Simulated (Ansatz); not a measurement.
Cold compression of Au (simple hexagonal type)

```
CELL_PARAMETERS angstrom
2.82328 0.00000 0.00000
-1.41164 2.44503 0.00000
0.00000 0.00000 2.80245
ATOMIC_POSITIONS crystal
Au 0.00000 0.00000 0.00000
```

The cell comes from a relaxation on PAW files under the same functional, begun from a prototype that needn't be the stable phase.

Its volume is scaled, and at each volume shape and atoms are relaxed on PAW files; all methods then take that cell.

All numbers are PBE results (scalar-relativistic) from Ansatz 0.2.0, with a Γ-centred 15×15×14 k mesh, Fermi–Dirac smearing of 0.08 eV, no spin polarisation. Methods: LAPW: all electrons, basis error target 1 meV/atom; PAW: frozen-core files, cutoff 420 eV; crystal datasets: all electrons, by PAW datasets that the program makes for each cell; norm-conserving: pseudopotentials, cutoff 1034 eV; PAW (partial waves polarizable): frozen-core files, cutoff 420 eV.

Energies are extrapolated to zero smearing and count from the unscaled cell; pressure is positive in compression; gaps take the mesh and a band path. No temperature or zero-point motion is included.

Spin–orbit coupling is left out, which matters for the heavy atoms.

```csv
V/V0,V (Å³/atom),P LAPW (GPa),ΔE LAPW (eV/atom),P PAW − LAPW (GPa),ΔE PAW − LAPW (meV/atom),space group,shortest distance (Å)
1.00,19.35,-0.02,0.000,0.01,0.0,P6/mmm,2.802
0.88,17.02,22.4,0.140,0.02,0.2,P6/mmm,2.664
0.78,15.09,61.7,0.620,0.03,0.5,P6/mmm,2.549
0.68,13.15,140.7,1.787,0.00,0.7,P6/mmm,2.427
0.58,11.22,304.7,4.352,-0.03,0.5,P6/mmm,2.294
0.50,9.67,?,?,?,?,?,?
0.43,8.32,1018,14.947,-0.44,-1.7,P6/mmm,2.067
```

(1) Fit the Vinet equation to the LAPW pressures shown (residuals weighted by 1/(|P| + 0.03·Pmax)), and predict the pressure of the withheld row.

(2) At the smallest volume, how far do crystal datasets and norm-conserving and PAW (partial waves polarizable) lie from LAPW in pressure?

(3) How do the Löwdin populations by LAPW change from the unscaled cell to the last row?

Answers

(1) The fit gives V0 = 19.35 Å³/atom, B0 = 118 GPa and B0′ = 6.15. At 9.67 Å³/atom, x = (V/V0)^(1/3) = 0.7936, and P = 3·B0·(1 − x)/x²·exp[1.5·(B0′ − 1)·(1 − x)] = 572.3 GPa. The run itself gave 570.6 GPa (+0.3 % off) and ΔE = 8.436 eV/atom.

(2) crystal datasets: 0.00 GPa; norm-conserving: +3.41 GPa; PAW (partial waves polarizable): -0.45 GPa, on a LAPW pressure of 1018 GPa.

(3) Au 5s 1.99 → 1.95, Au 5d 9.74 → 9.67 electrons an atom. These are projections on the shells that the free atoms fill; 0.14 e a cell lies outside them at the start and 0.24 e at the end.
